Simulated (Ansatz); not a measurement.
N interstitial in BN

Computed with DFT PBE, scalar-relativistic, plane waves, PAW in Ansatz. Settings: 420 eV cutoff, 2×2×2 k-mesh, Gaussian smearing of 0.01 eV, collinear spin in charge 0, -2 alone.

Host crystal, relaxed:

```
B N
1.0
     2.51218    0.00000    0.00000
    -1.25609    2.17561    0.00000
     0.00000    0.00000    8.34316
B N
2 2
Direct
  0.33333 0.66667 0.25000
  0.66667 0.33333 0.75000
  0.33333 0.66667 0.75000
  0.66667 0.33333 0.25000
```

Supercell of 48 atoms, rows in host cell vectors: 0 0 1; 2 -2 0; 2 4 0. Atoms relax at the host's cell, keeping the symmetry that the supercell leaves at the site. The cell is small, so energies carry finite-size errors of tenths of an eV. The host's Kohn–Sham gap is 4.40 eV. Atoms are taken from and returned to the elements' standard states. Charged cells are corrected for image charges with the computed static dielectric tensor (mean 4.4) and aligned with the host's potential at far atoms (alignment terms reach 0.59 eV; the program doubts the alignment in some charges, where it is up to 0.59 eV). No band-filling term is added, and the Fermi level counts from the host's valence band top.

Defect: N interstitial at (0.000, 0.000, 0.000) of the host cell.

(1) What is the formation energy of the neutral defect?

(2) Does the neutral defect carry a moment, and how do its surroundings relax?

(3) Charges 0, -1, -2 were computed. Which is stable where in the gap?

## Answers

(1) 5.61 eV.

(2) It changes the cell's moment by 3.00 μB. The nearest neighbours before are 6 N at 2.54 Å, 6 B at 2.54 Å; after relaxation the atoms near the site are 6 B at 2.81 Å, 6 N at 2.83 Å; the largest move is 0.35 Å.

(3) Among the charges computed the stable one is 0 at the valence band top, changing to -2 at 4.08 eV. In charge -1 the cell has partly filled bands: a level of the defect may be part filled, the carrier may sit in the host's bands, or levels may cross between the k points, so transitions that involve it are doubtful. Other sites of the defect weren't tried. Levels between neighbouring charges: (0/-1) 4.43 eV, (-1/-2) 3.73 eV.